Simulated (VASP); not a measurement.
# CdSe in VASP: further runs

The runs below take CdSe through single point, with PBEsol.

All numbers are computed with VASP 6.6.1; they aren't measurements. Logs are shortened: lines on timing, memory, paths and dates and some standing lists are left out, and cuts for length are marked.

## 1. The slab as given

The cell holds a slab with vacuum, 8 atoms: a = 4.298 Å, b = 4.298 Å, c = 26.400 Å, α = 90.00°, β = 90.00°, γ = 120.00°.

## 2. Single point, PBEsol

File INCAR:

```
ALGO     = Normal         # electronic algorithm
DIPOL    = 0.5 0.5 0.500
EDIFF    = 1E-7           # SCF threshold, eV
ENCUT    = 650            # plane-wave cutoff, eV
GGA      = PS             # functional
IDIPOL   = 3            
ISIF     = 2              # what is computed and relaxed
ISMEAR   = 0              # smearing method
LASPH    = True           # aspherical terms in the spheres
LCHARG   = False          # write CHGCAR
LDIPOL   = True         
LREAL    = False          # projectors in reciprocal space
LVACPOTAV= True         
LVHAR    = True         
LWAVE    = False          # write WAVECAR
NBANDS   = 52             # bands
NELM     = 120            # most SCF steps
PREC     = Accurate       # precision mode
SIGMA    = 0.05           # smearing width, eV
```

File KPOINTS:

```
k-points
0
Gamma
  8 8 1
```

File POSCAR:

```
CdSe
1.0
    4.2984999142      0.0000000000      0.0000000000
   -2.1492499571      3.7226101239      0.0000000000
    0.0000000000      0.0000000000     26.3997000000
Se Cd
4 4
Direct
    0.6666666667      0.3333333334      0.2840941374
    0.3333333333      0.6666666666      0.4169592836
    0.6666666667      0.3333333334      0.5498244298
    0.3333333333      0.6666666666      0.6826895760
    0.3333333333      0.6666666666      0.3173104240
    0.6666666667      0.3333333334      0.4501755702
    0.3333333333      0.6666666666      0.5830407164
    0.6666666667      0.3333333334      0.7159058626
```

Potentials or basis: VASP PAW PBE potentials, release 64 (Se, Cd).

Run with:

```bash
> cat potpaw_PBE.64/Se/POTCAR potpaw_PBE.64/Cd/POTCAR > POTCAR
> mpirun -np 1 vasp_std > vasp.out
```

OUTCAR:

```text
EDIFF = 1E-7
   ENCUT = 650
   GGA = PS
   ISIF = 2
   ISMEAR = 0
   LASPH = True
   LREAL = False
   NELM = 120
   PREC = Accurate

 Found     10 irreducible k-points:

 Following reciprocal coordinates:
            Coordinates               Weight
  0.000000  0.000000  0.000000      1.000000
  0.125000  0.000000  0.000000      6.000000
  0.250000  0.000000  0.000000      6.000000
  0.375000 -0.000000  0.000000      6.000000
  0.500000  0.000000  0.000000      3.000000
  0.125000  0.125000  0.000000      6.000000
   k-points           NKPTS =     10   k-points in BZ     NKDIM =     10   number of bands    NBANDS=     52
   number of dos      NEDOS =    301   number of ions     NIONS =      8
   total plane-waves  NPLWV = 290304
   dimension x,y,z NGX =    36 NGY =   36 NGZ =  224
   dimension x,y,z NGXF=    72 NGYF=   72 NGZF=  448
   ions per type =               4   4
   NGX,Y,Z   is equivalent  to a cutoff of  13.92, 13.92, 14.11 a.u.
   NGXF,Y,Z  is equivalent  to a cutoff of  27.85, 27.85, 28.21 a.u.
 SYSTEM =  unknown system
   PREC   = accura    normal or accurate (medium, high low for compatibility)
   ISTART =      0    job   : 0-new  1-cont  2-samecut
   ICHARG =      2    charge: 1-file 2-atom 10-const
   ISPIN  =      1    spin polarized calculation?
   LNONCOLLINEAR =      F non collinear calculations
   LSORBIT =      F    spin-orbit coupling
   LASPH  =      T    aspherical Exc in radial PAW
   ENCUT  =  650.0 eV  47.77 Ry    6.91 a.u.   8.94  8.94 54.88*2*pi/ulx,y,z
   NELM   =    120;   NELMIN=  2; NELMDL= -5     # of ELM steps
   EDIFF  = 0.1E-06   stopping-criterion for ELM
   LREAL  =      F    real-space projection
   EDIFFG = 0.1E-05   stopping-criterion for IOM
   NSW    =      0    number of steps for IOM
   IBRION =     -1    ionic relax: 0-MD 1-quasi-New 2-CG
   NFREE  =      0    steps in history (QN), initial steepest desc. (CG)
   ISIF   =      2    stress and relaxation
   ISYM   =      2    0-nonsym 1-usesym 2-fastsym
   POTIM  = 0.5000    time-step for ionic-motion
   TEBEG  =    0.0;   TEEND  =   0.0 temperature during run
   PSTRESS=    0.0 pullay stress
   NELECT =      72.0000    total number of electrons
   NUPDOWN=      -1.0000    fix difference up-down
   EMIN   =  10.00;   EMAX   =-10.00  energy-range for DOS
   EFERMI =   0.00;   METHOD = LEGACY
   ISMEAR =     0;   SIGMA  =   0.05  broadening in eV -4-tet -1-fermi 0-gaus
   EFERMI_NEDOS =   21; number of points for ismear=-14 and -15
   IALGO  =     38    algorithm
   IMIX   =      4    mixing-type and parameters
     AMIX     =   0.40;   BMIX     =  1.00
     AMIX_MAG =   1.60;   BMIX_MAG =  1.00
  volume/ion in A,a.u.               =      52.80       356.34
  Fermi-wavevector in a.u.,A,eV,Ry     =   0.907677  1.715260 11.209526  0.823877
  Thomas-Fermi vector in A             =   2.031512
   LORBIT       =      0    0 simple, 1 ext, 2 COOP (PROOUT), +10 PAW based schemes
   GGA     = PS    functional components
   LHFCALC =     F    Hartree Fock is set to
   AEXX    =    0.0000 exact exchange contribution
   IVDW    =     0    specifies the selected vdW correction
   LEPSILON=     F    determine dielectric tensor
   LRPA    =     F    only Hartree local field effects (RPA)
 non-spin polarized calculation
 Gauss-broadening in eV      SIGMA  =   0.05
  energy-cutoff  :      650.00
  volume of cell :      422.44
 maximum number of plane-waves:     15955
 NGX is ok and might be reduce to    36
   NGX = 17   NGY = 17   NGZ =109

 dipolmoment           0.000000      0.000000      0.080184 electrons x Angstroem

 number of electron      71.9999989 magnetization

 dipolmoment           0.000000      0.000000     -0.328057 electrons x Angstroem

 Free energy of the ion-electron system (eV)
  ---------------------------------------------------
  ext. energy  EPLUGINS =         0.00000000
  ---------------------------------------------------
  free energy    TOTEN  =       -22.90103492 eV

  energy without entropy =      -22.89346564  energy(sigma->0) =      -22.89725028

 E-fermi :  -1.4846     XC(G=0):  -5.3239

 val. band max:       -1.4932240250   @ k =   0.1250   0.0000   0.0000
 cond. band min:      -1.4657427931   @ k =   0.2500   0.0000   0.0000
 fundamental gap:      0.0274812319
 Fermi energy:        -1.4845612645

 k-point     1 :       0.0000    0.0000    0.0000
  band No.  band energies     occupation
      1     -15.7377      2.00000
      2     -14.8561      2.00000
      3     -14.0428      2.00000
      4     -13.0225      2.00000
      5     -11.2191      2.00000
      6     -11.2191      2.00000
[... 40 lines left out ...]
     47       3.7279      0.00000
     48       3.7279      0.00000

 k-point     2 :       0.1250    0.0000    0.0000
  band No.  band energies     occupation
      1     -15.7003      2.00000
      2     -14.8197      2.00000
      3     -14.0068      2.00000
      4     -12.9867      2.00000
      5     -11.1993      2.00000
      6     -11.1917      2.00000
[... 40 lines left out ...]
     47       3.8069      0.00000
     48       4.0163      0.00000

 k-point     3 :       0.2500    0.0000    0.0000
  band No.  band energies     occupation
      1     -15.6093      2.00000
      2     -14.7311      2.00000
      3     -13.9193      2.00000
      4     -12.9002      2.00000
      5     -11.1550      2.00000
      6     -11.1190      2.00000
[... 40 lines left out ...]
     47       3.9880      0.00000
     48       4.0685      0.00000

 k-point     4 :       0.3750   -0.0000    0.0000
  band No.  band energies     occupation
      1     -15.5176      2.00000
      2     -14.6419      2.00000
      3     -13.8312      2.00000
      4     -12.8136      2.00000
      5     -11.1185      2.00000
      6     -11.0701      2.00000
[... 40 lines left out ...]
     47       3.9144      0.00000
     48       4.6491      0.00000

 k-point     5 :       0.5000    0.0000    0.0000
  band No.  band energies     occupation
      1     -15.4795      2.00000
      2     -14.6048      2.00000
      3     -13.7945      2.00000
      4     -12.7779      2.00000
      5     -11.1064      2.00000
      6     -11.0638      2.00000
[... 40 lines left out ...]
     47       4.0534      0.00000
     48       4.4234      0.00000

 k-point     6 :       0.1250    0.1250    0.0000
  band No.  band energies     occupation
      1     -15.6361      2.00000
      2     -14.7572      2.00000
      3     -13.9451      2.00000
      4     -12.9256      2.00000
      5     -11.1718      2.00000
      6     -11.1338      2.00000
[... 40 lines left out ...]
     47       3.8275      0.00000
     48       4.1445      0.00000

 [... further k-points ...]

 [bands above 48 left out]

------------------------ aborting loop because EDIFF is reached ----------------------------------------

  FORCE on cell =-STRESS in cart. coord.  units (eV):
  Direction    XX          YY          ZZ          XY          YZ          ZX
  --------------------------------------------------------------------------------------
  -------------------------------------------------------------------------------------
  Total       -0.8298012     -0.8298012      2.1840359      0.0000000      0.0000000      0.0000000
  in kB       -3.1471768     -3.1471768      8.2833667      0.0000000      0.0000000      0.0000000
  external PRESSURE =       0.6630043 kB  Pullay stress =       0.0000000 kB

 VOLUME and BASIS-vectors are now :
 -----------------------------------------------------------------------------
  energy-cutoff  :      650.00
  volume of cell :      422.44
      direct lattice vectors                 reciprocal lattice vectors
     4.298499914  0.000000000  0.000000000     0.232639297  0.134314361  0.000000000
    -2.149249957  3.722610124  0.000000000     0.000000000  0.268628722  0.000000000
     0.000000000  0.000000000 26.399700000     0.000000000  0.000000000  0.037879218

 POSITION                                       TOTAL-FORCE (eV/Angst)
 -----------------------------------------------------------------------------------
      2.14925      1.24087      7.50000         0.000000      0.000000      0.061206
     -0.00000      2.48174     11.00760         0.000000      0.000000      0.570888
      2.14925      1.24087     14.51520         0.000000      0.000000      0.484264
     -0.00000      2.48174     18.02280         0.000000      0.000000      0.883187
     -0.00000      2.48174      8.37690        -0.000000     -0.000000     -0.447177
      2.14925      1.24087     11.88450        -0.000000      0.000000     -0.521856
     -0.00000      2.48174     15.39210         0.000000     -0.000000     -0.574496
      2.14925      1.24087     18.89970         0.000000     -0.000000     -0.456017
 -----------------------------------------------------------------------------------
    total drift:                               -0.000000      0.000000     -0.001287

  FREE ENERGIE OF THE ION-ELECTRON SYSTEM (eV)
  ---------------------------------------------------
  free  energy   TOTEN  =       -22.9010349199 eV

  energy  without entropy=      -22.8934656362  energy(sigma->0) =      -22.89725028

 vacuum level on the upper side and lower side of the slab         1.477         5.192
```

Wall time 12 min (1 thread of Intel Xeon 6975P-C (Granite Rapids), shared host); peak memory 0.76 GiB.

These settings aren't checked as converged: the numbers below hold their error.

Results:

| Item | Value |
| --- | --- |
| Free energy | -22.9010 eV |
| Largest force | 0.883 eV/Å |
| Band gap on the k mesh | none (metal or under the smearing width) |
| Work function of the upper face | 2.96 eV |
| Work function of the lower face | 6.68 eV |

Caveat: the PAW data sets were made with another functional, which shifts forces and pressure a little; the cell's inner coordinates are idealised or old, which leaves forces on the atoms.

## 3. Single point, PBEsol

This run uses another cell than the first one, of 46.80 Å³/atom, 0.886 times its volume.

Changes to INCAR since step 2:

```diff
@@ -3,3 +3,3 @@
 EDIFF    = 1E-7           # SCF threshold, eV
-ENCUT    = 650            # plane-wave cutoff, eV
+ENCUT    = 400            # plane-wave cutoff, eV
 GGA      = PS             # functional
```

File KPOINTS:

```
k-points
0
Gamma
  3 3 1
```

File POSCAR:

```
CdSe
1.0
    4.2984999142      0.0000000000      0.0000000000
   -2.1492499571      3.7226101239      0.0000000000
    0.0000000000      0.0000000000     23.3997000000
Se Cd
4 4
Direct
    0.6666666667      0.3333333334      0.2564135438
    0.3333333333      0.6666666666      0.4063129014
    0.6666666667      0.3333333334      0.5562122591
    0.3333333333      0.6666666666      0.7061116168
    0.3333333333      0.6666666666      0.2938883832
    0.6666666667      0.3333333334      0.4437877409
    0.3333333333      0.6666666666      0.5936870986
    0.6666666667      0.3333333334      0.7435864562
```

Potentials or basis: VASP PAW PBE potentials, release 64 (Se, Cd).

Run with:

```bash
> cat potpaw_PBE.64/Se/POTCAR potpaw_PBE.64/Cd/POTCAR > POTCAR
> mpirun -np 1 vasp_std > vasp.out
```

Run time: 1.8 min. Hardware: 1 thread of Intel Xeon 6975P-C (Granite Rapids), shared host; peak memory 0.35 GiB.

The run converged, but some of its settings lie outside the range that counts as converged, so its numbers aren't taken as properties of the slab.

What came out:

```yaml
Free_energy: -22.6000 eV
Largest_force: 0.931 eV/Å
Band_gap_on_the_k_mesh: none (metal or under the smearing width)
Work_function_of_the_upper_face: 2.72 eV
Work_function_of_the_lower_face: 6.31 eV
```

Caveat: the k mesh is coarse (spacing up to 0.56 Å⁻¹), so the values aren't converged; the PAW data sets were made with another functional, which shifts forces and pressure a little; the cell's inner coordinates are idealised or old, which leaves forces on the atoms.

## 4. Single point, PBEsol

This run uses another cell than the first one, of 30.80 Å³/atom, 0.583 times its volume.

Changes to INCAR since step 3:

```diff
@@ -3,3 +3,3 @@
 EDIFF    = 1E-7           # SCF threshold, eV
-ENCUT    = 400            # plane-wave cutoff, eV
+ENCUT    = 460            # plane-wave cutoff, eV
 GGA      = PS             # functional
```

File KPOINTS:

```
k-points
0
Gamma
  6 6 1
```

File POSCAR:

```
CdSe
1.0
    4.2984999142      0.0000000000      0.0000000000
   -2.1492499571      3.7226101239      0.0000000000
    0.0000000000      0.0000000000     15.3997000000
Se Cd
4 4
Direct
    0.6666666667      0.3333333334      0.1298726599
    0.3333333333      0.6666666666      0.3576433307
    0.6666666667      0.3333333334      0.5854140016
    0.3333333333      0.6666666666      0.8131846724
    0.3333333333      0.6666666666      0.1868153276
    0.6666666667      0.3333333334      0.4145859984
    0.3333333333      0.6666666666      0.6423566693
    0.6666666667      0.3333333334      0.8701273401
```

Run with:

```bash
> cat potpaw_PBE.64/Se/POTCAR potpaw_PBE.64/Cd/POTCAR > POTCAR
> mpirun -np 1 vasp_std > vasp.out
```

Run time: 2.3 min. Hardware: 1 thread of Intel Xeon 6975P-C (Granite Rapids), shared host; peak memory 0.3 GiB.

The run converged, but some of its settings lie outside the range that counts as converged, so its numbers aren't taken as properties of the slab.

What came out:

- Free energy: -23.3584 eV
- Largest force: 0.781 eV/Å
- Band gap on the k mesh: none (metal or under the smearing width)

Caveat: the PAW data sets were made with another functional, which shifts forces and pressure a little; the cell's inner coordinates are idealised or old, which leaves forces on the atoms.

## 5. Single point, PBEsol

This run uses another cell than the first one, of 46.80 Å³/atom, 0.886 times its volume.

Changes to INCAR since step 4:

```diff
@@ -3,3 +3,3 @@
 EDIFF    = 1E-7           # SCF threshold, eV
-ENCUT    = 460            # plane-wave cutoff, eV
+ENCUT    = 280            # plane-wave cutoff, eV
 GGA      = PS             # functional
```

KPOINTS is that of step 4.

File POSCAR:

```
CdSe
1.0
    4.2984999142      0.0000000000      0.0000000000
   -2.1492499571      3.7226101239      0.0000000000
    0.0000000000      0.0000000000     23.3997000000
Se Cd
4 4
Direct
    0.6666666667      0.3333333334      0.2564135438
    0.3333333333      0.6666666666      0.4063129014
    0.6666666667      0.3333333334      0.5562122591
    0.3333333333      0.6666666666      0.7061116168
    0.3333333333      0.6666666666      0.2938883832
    0.6666666667      0.3333333334      0.4437877409
    0.3333333333      0.6666666666      0.5936870986
    0.6666666667      0.3333333334      0.7435864562
```

Run with:

```bash
> cat potpaw_PBE.64/Se/POTCAR potpaw_PBE.64/Cd/POTCAR > POTCAR
> mpirun -np 1 vasp_std > vasp.out
```

Run time: 3.6 min. Hardware: 1 thread of Intel Xeon 6975P-C (Granite Rapids), shared host; peak memory 0.26 GiB.

These settings aren't checked as converged: the numbers below hold their error.

What came out:

```
Free energy                     : -22.8812 eV
Largest force                   : 0.903 eV/Å
Band gap on the k mesh          : none (metal or under the smearing width)
Work function of the upper face : 2.97 eV
Work function of the lower face : 6.62 eV
```

Caveat: the cutoff is under 1.25 times the usual one of these potentials, so pressure, stress and relaxed cells hold a basis-set (Pulay) error; the PAW data sets were made with another functional, which shifts forces and pressure a little; the cell's inner coordinates are idealised or old, which leaves forces on the atoms.

## 6. Single point, PBEsol

This run uses another cell than the first one, of 30.80 Å³/atom, 0.583 times its volume.

Changes to INCAR since step 5:

```diff
@@ -3,3 +3,3 @@
 EDIFF    = 1E-7           # SCF threshold, eV
-ENCUT    = 280            # plane-wave cutoff, eV
+ENCUT    = 460            # plane-wave cutoff, eV
 GGA      = PS             # functional
```

File KPOINTS:

```
k-points
0
Gamma
  8 8 1
```

File POSCAR:

```
CdSe
1.0
    4.2984999142      0.0000000000      0.0000000000
   -2.1492499571      3.7226101239      0.0000000000
    0.0000000000      0.0000000000     15.3997000000
Se Cd
4 4
Direct
    0.6666666667      0.3333333334      0.1298726599
    0.3333333333      0.6666666666      0.3576433307
    0.6666666667      0.3333333334      0.5854140016
    0.3333333333      0.6666666666      0.8131846724
    0.3333333333      0.6666666666      0.1868153276
    0.6666666667      0.3333333334      0.4145859984
    0.3333333333      0.6666666666      0.6423566693
    0.6666666667      0.3333333334      0.8701273401
```

Potentials or basis: VASP PAW PBE potentials, release 64 (Se, Cd).

Run with:

```bash
> cat potpaw_PBE.64/Se/POTCAR potpaw_PBE.64/Cd/POTCAR > POTCAR
> mpirun -np 1 vasp_std > vasp.out
```

It took 3.2 min on 1 thread of Intel Xeon 6975P-C (Granite Rapids), shared host; peak memory 0.33 GiB.

These settings aren't checked as converged: the numbers below hold their error.

What came out:

```
Free energy            : -23.3581 eV
Largest force          : 0.785 eV/Å
Band gap on the k mesh : none (metal or under the smearing width)
```

Caveat: the PAW data sets were made with another functional, which shifts forces and pressure a little; the cell's inner coordinates are idealised or old, which leaves forces on the atoms.
